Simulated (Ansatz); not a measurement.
# As (R-3m) in Ansatz: settings compared

The runs below take As through single point, with PBEsol, HSE06, PBE0.

All numbers are computed with Ansatz 0.2.0; they aren't measurements. Logs are shortened: lines on timing, memory, paths and dates and some standing lists are left out, and cuts for length are marked.

## (1) The structure

Symmetry: R-3m, No. 166, trigonal system. Conventional cell: a = 3.762 Å, b = 3.762 Å, c = 10.542 Å, α = 90.00°, β = 90.00°, γ = 120.00°. As (site symmetry 3m) has 3 As at 2.51 Å as nearest neighbours.

## (2) Single point, PBEsol

input.yaml

```yaml
crystal:
  lattice:
    - [1.8807968987, 1.0858785957, 3.5140619945]
    - [-1.8807968987, 1.0858785957, 3.5140619945]
    - [0.0, -2.1717571915, 3.5140619945]
  atoms:
    - { symbol: As, position: [0.226, 0.226, 0.226] }
    - { symbol: As, position: [0.774, 0.774, 0.774] }
kpoints:
  mp_grid: { grid: [6, 6, 6] }
scf:
  occupations: { method: fermi_dirac, width: 0.05 }
hamiltonian:
  xc: pbesol
  pseudopotentials: { kind: all_electron, datasets: crystal }
output:
  forces: true
  stress: true
  eigenvalues: true
```

Potentials or basis: all-electron PAW datasets made for the crystal.

Run with:

```console
$ ansatz run input.yaml --threads 2 --pin off --max-ram 8192MiB --backend cpu --events-out ev --progress --plain --runs-dir out
```

The program printed:

```text
Warning: RAYON_NUM_THREADS=2 ignored (pool sized by the plan → 2); use --threads N
hamiltonian.pseudopotentials.datasets: crystal makes datasets for this crystal and solves the spheres of its atoms anew in each pass: cutoff 240.0 eV, the density's 960.0 eV; for an error of 0.50 meV an atom under PBE, 1.0 meV for the cell; an energy difference from a run of another recipe may be off by several times the error for the cell, under r2SCAN by more, where some 0.1 meV an atom stays at smaller errors; As in spheres of 1.249 Å, 5 of its electrons in bands, 10 on its site; only band paths and densities of states list, in semicore columns, the levels of the semicore shells that are solved separately: 3d of As
Engine: ansatz 0.2.0, x86_64-unknown-linux-gnu
Pseudopotentials: kind: all_electron
Pseudopotential: As, paw, valence charge 15, recommended cutoff 240 eV (normal), crystal/all_electron/pbesol/scalar/gaussian/As, Koelling and Harmon's equation, gaussian nucleus
Functional definition: PBEsol
  exchange = pbesol_x
  correlation = pbesol_c
Crystal: 2 atoms, lattice volume = 43.061 Å³
Basis set: ecut = 240 eV, 375 PW (Γ), exchange–correlation on 48×48×48 points (8 copies of the dense FFT grid, shifted against one another)
Bands: 9, of which v1, the nominal top of the filled ones, is band 5 counted from 1 (4 counted from 0)
Symmetry: 12 space group operations
Space group: R-3m (ITA 166), of the structure as read, at distance tolerance 3.5e-5 Å
k-points: 32 of 216
Non-local potential: As, projectors of the file, l = 0: 1, l = 1: 1
PAW form: soft (Blöchl's): semilocal exchange-correlation on the pseudo side does not see the compensation charge
PAW one-centre angular grid: As, 110 points (default); XC on its mesh's 1877 points in the sphere
Initial density: superposition of atomic densities (neutral atoms: chi_scale 0, normalization atom)
Initial wavefunctions: pseudopotential atomic-orbital guess
Functional: x = pbesol(κ = 0.804, μ = 0.12345679012345678), c = pbesol(β = 0.046)
iter 1 solved again at ethr=1.60e-3 eV; its pass at ethr=1.00e-1 eV (dr2=1.60e-1 eV) is discarded
SCF iter   1: F=—  HF=-122961.699513 eV  |F-HF|=—  |Δ(HF+E_count)|=         —  Δρ=2.26e-2  dr2=1.46e-1  ethr=1.60e-3  ⟨swp⟩=3.8  Hψ=1912  notcnv=0
preconditioner: auto → none  [insulator: Δε(μ)=0.382 eV  Ē_g=10.250 eV  σ=0.050 eV  W_gap=0.50  n_scr=8 (ndim 8)  ℏωp=17.9 eV  f_vac=0.000  D(μ)=0.28/eV (n_scr^D=0)  ε∞_Penn≈4.0]
SCF iter   2: F=—  HF=-122961.688012 eV  |F-HF|=—  |Δ(HF+E_count)|=   1.15e-2  Δρ=1.05e-2  dr2=3.05e-2  ethr=1.46e-3  ⟨swp⟩=2.0  Hψ=548  notcnv=0  defer=1
iter 3 solved again at ethr=4.49e-7 eV; its pass at ethr=3.05e-4 eV (dr2=4.49e-5 eV) is discarded
SCF iter   3: F=—  HF=-122961.686241 eV  |F-HF|=—  |Δ(HF+E_count)|=   1.77e-3  Δρ=3.83e-4  dr2=5.00e-5  ethr=4.49e-7  ⟨swp⟩=3.0  Hψ=1461  notcnv=0  defer=1
SCF iter   4: F=—  HF=-122961.686208 eV  |F-HF|=—  |Δ(HF+E_count)|=   3.23e-5  Δρ=1.39e-4  dr2=6.36e-6  ethr=4.49e-7  ⟨swp⟩=3.0  Hψ=530  notcnv=0  defer=1
SCF iter   5: F=—  HF=-122961.686201 eV  |F-HF|=—  |Δ(HF+E_count)|=   7.23e-6  Δρ=1.01e-4  dr2=7.60e-6  ethr=6.36e-8  ⟨swp⟩=3.0  Hψ=616  notcnv=0
SCF iter   6: F=—  HF=-122961.686198 eV  |F-HF|=—  |Δ(HF+E_count)|=   3.49e-6  Δρ=1.23e-5  dr2=6.03e-8  ethr=6.36e-8  ⟨swp⟩=3.0  Hψ=563  notcnv=0
SCF iter   7: F=-122961.686198 eV  HF=-122961.686198 eV  |F-HF|=8.73e-11  |Δ(HF+E_count)|=   2.97e-9  Δρ=1.62e-6  dr2=5.75e-10  ethr=6.03e-10  ⟨swp⟩=2.9  Hψ=501  notcnv=0
SCF 1 converged in 7 iterations: F = -122961.686197 eV  dr2 = 5.75e-10
  Residual-converged pass: ⟨swp⟩=3.0  Hψ=559  notcnv=0  max |occ|·‖R‖ = 5.1e-6 eV (tolerance 5.3e-6 eV)  dr2=5.08e-10  dr2_onsite=1.75e-9  max |Δocc| = 1.6e-10
SCF converged after 7 iterations
Free energy (F): -122961.686197 eV
Harris-Foulkes:  -122961.686197 eV  (|F-HF|=8.73e-11)
Internal energy: -122961.684243 eV  (E = F + TS)
E sigma→0 (E₀):  -122961.685220 eV
Entropy (-TS):   -0.001954 eV (-0.977 meV/atom)
Past the cutoff: the bands carry plane waves up to 1.75 times it, of which those up to 1.5 times it add -0.000043 eV an atom, each by itself; the spheres take 0.000015 eV an atom off the energy for waves past 1.75 times it
By the cutoff:   a pressure is off by up to 0.004 GPa (1.2 times the spheres' own share and the shells' term, over an atom's volume, and 0.004 GPa: a bound that held against runs at twice the plane waves)
Past the cutoffs: a stress includes 0.0024 GPa for waves and charges beyond them, in addition to the slope of what the spheres take
In the spheres:  the bands' charges fall short by 6.3e-8 e at most (sound up to 1e-3), those of shells solved beside the bands by 9.5e-8 e (sound up to 5e-4)
Fermi energy:    11.274621 eV
--- Per-component energies (eV) ---
  E_band       = 47.498608
  E_kinetic    = 134.982668
  E_local      = -2953.544427  (includes V_loc(G=0)·N_el)
  E_nonlocal   = 2.279784
  E_hartree    = 1420.434535
  E_xc         = -135.744561
  E_vxc        = -156.722755  (∫ρ·V_xc dr)
  E_paw        = -128445.658605  (= ΣΔE_a)
  E_vpaw       = -10092.340506  (= ΣTr[D̂ρ^β])
  E_ewald      = -3256.407433
  E_smearing   = -0.001954  (= −TS)
  E_closure    = 10271.973796  (closes the sum)
  Σ components = -122961.686197   (vs F -122961.686197, Δ=0.00e0)
  The terms above E_closure are by the made datasets' own strengths, without shells solved beside the bands.
--- Forces (eV/Å), atoms counted from 1 ---
  atom   1  As     0.00000000    -0.00000000     0.26531480
  atom   2  As    -0.00000000     0.00000000    -0.26531480
  max |Σ_I F_I| component: 2.78e-17 eV/Å
--- Stress (GPa, compression-positive) ---
        0.606474      -0.000000      -0.000000
        0.000000       0.606474       0.000000
       -0.000000       0.000000      -0.716081
  P = ⅓ Tr σ = 0.1656 GPa (1.656 kbar)
  It holds what live shells' own plane waves past their cutoff add
--- Band table (eV; the first three rows and the last of 32) ---
  k-point 0: bands = ["-3.8016", "5.4514", "8.7775", "9.2486", "9.2486", "12.8680", "14.1686", "14.1686"]
  k-point 1: bands = ["-3.4299", "4.2742", "8.6477", "8.9904", "9.3936", "13.0190", "13.7114", "13.8618"]
  k-point 2: bands = ["-2.3479", "1.9487", "8.4148", "8.5796", "10.1321", "11.8160", "12.4788", "13.0453"]
  k-point 31: bands = ["-2.5228", "1.2752", "9.4972", "9.4972", "10.6133", "12.0401", "12.0401", "13.1003"]
```

Run time: 1.6 s. Hardware: 2 threads of AMD EPYC 7R13 (Zen 3), shared host; peak memory 0.37 GiB.

Results:

* Free energy: -122961.6862 eV
* Pressure: 0.2 GPa
* Largest force: 0.265 eV/Å
* Band gap on the k mesh: none (metal or under the smearing width)

Forces on the atoms (eV/Å):
```
As   0.000  0.000  0.265
As   0.000  0.000 -0.265
```

Levels at points of the mesh, in eV from the Fermi level:
| k point | band 1 | band 2 | band 3 | band 4 | band 5 | band 6 | band 7 | band 8 |
| --- | --- | --- | --- | --- | --- | --- | --- | --- |
| (0.00, 0.00, 0.00) | -15.08 | -5.82 | -2.50 | -2.03 | -2.03 | 1.59 | 2.89 | 2.89 |
| (0.00, 0.00, -0.50) | -12.35 | -11.12 | -2.86 | -2.81 | -0.40 | -0.36 | 0.34 | 1.39 |
| (0.00, -0.50, -0.50) | -12.30 | -9.74 | -6.00 | -4.22 | -4.15 | 1.37 | 5.46 | 6.87 |
| (-0.50, -0.50, -0.50) | -13.80 | -10.00 | -1.78 | -1.78 | -0.66 | 0.77 | 0.77 | 1.83 |

Caveat: the k mesh is thin for a metal, which can move the energy by tens of meV per atom.

## (3) Single point, HSE06

Edit input.yaml of step 2 so:

```diff
@@ -13,3 +13,3 @@
 hamiltonian:
-  xc: pbesol
+  xc: hse06
   pseudopotentials: { kind: all_electron, datasets: crystal }
@@ -18,2 +18 @@
   stress: true
-  eigenvalues: true
```

Potentials or basis: all-electron PAW datasets made for the crystal.

Run with:

```console
$ ansatz run input.yaml --threads 2 --pin off --max-ram 8192MiB --backend cpu --events-out ev --progress --plain --runs-dir out
```

Wall time 3.5 min (2 threads of AMD EPYC 7R13 (Zen 3), shared host); peak memory 1.2 GiB.

Results (log left out):

```
Free energy            : -123048.3679 eV
Pressure               : 0.8 GPa
Largest force          : 0.043 eV/Å
Band gap on the k mesh : none (metal or under the smearing width)
```

Forces in eV/Å, atoms in the order of the input:
```
As   0.000  0.000  0.043
As   0.000  0.000 -0.043
```

Levels at points of the mesh, in eV from the Fermi level:
```tsv
k point	band 12	band 13	band 14	band 15	band 16	band 17
(0.00, 0.00, 0.00)	-6.38	-2.98	-2.47	-2.47	1.93	3.36
(0.00, 0.00, -0.50)	-12.47	-3.41	-3.34	-0.59	-0.15	0.57
(0.00, -0.50, -0.50)	-10.90	-6.82	-4.90	-4.80	1.66	6.21
(-0.50, -0.50, -0.50)	-11.25	-2.21	-2.21	-0.43	0.97	0.97
```

Caveat: the k mesh is thin for a metal, which can move the energy by tens of meV per atom; the program warned that the printed levels may be off, so bands, gaps and densities of states are rough.

## (4) Single point, PBE0

Edit input.yaml of step 3 so:

```diff
@@ -13,3 +13,3 @@
 hamiltonian:
-  xc: hse06
+  xc: pbe0
   pseudopotentials: { kind: all_electron, datasets: crystal }
```

Run with:

```console
$ ansatz run input.yaml --threads 2 --pin off --max-ram 8192MiB --backend cpu --events-out ev --progress --plain --runs-dir out
```

It took 3.6 min on 2 threads of AMD EPYC 7R13 (Zen 3), shared host; peak memory 1.2 GiB.

Results (log left out):

| Quantity | Value |
| --- | --- |
| Free energy | -123048.2697 eV |
| Pressure | 0.8 GPa |
| Band gap on the k mesh | none (metal or under the smearing width) |

Stress tensor (GPa, compression positive):
```
0.64 0.00 0.00
0.00 0.64 0.00
0.00 0.00 1.04
```

Levels at points of the mesh, in eV from the Fermi level:
```csv
k point,band 12,band 13,band 14,band 15,band 16,band 17
"(0.00, 0.00, 0.00)",-6.75,-3.32,-2.78,-2.78,2.29,3.76
"(0.00, 0.00, -0.50)",-12.86,-3.72,-3.66,-0.82,-0.24,0.92
"(0.00, -0.50, -0.50)",-11.30,-7.21,-5.26,-5.15,2.03,6.65
"(-0.50, -0.50, -0.50)",-11.64,-2.49,-2.49,-0.59,1.28,1.28
```

Caveat: the k mesh is thin for a metal, which can move the energy by tens of meV per atom; the program warned that the printed levels may be off, so bands, gaps and densities of states are rough.

## (5) The runs side by side

```tsv
level	cutoff (eV)	gap on the mesh (eV)	pressure (GPa)	largest force (eV/Å)
PBEsol	240	none	0.2	0.27
HSE06	360	none	0.8	0.04
PBE0	360	none	0.8	-
```

Alike in all rows: task single point; potentials or basis all-electron PAW datasets made for the crystal; no spin polarisation; cell as given; k mesh 6 × 6 × 6; smearing fermi-dirac 0.05 eV.

Every run on the cell as given and a fine mesh finds a metal. The pressure there spans 0.2 GPa (PBEsol) to 0.8 GPa (HSE06); a positive pressure means that this level wants a larger cell, a negative one a smaller.

Caveats: the k mesh is thin for a metal, which can move the energy by tens of meV per atom; the program warned that the printed levels may be off, so bands, gaps and densities of states are rough (some runs).

Compare energies only between runs with the same functional and basis.
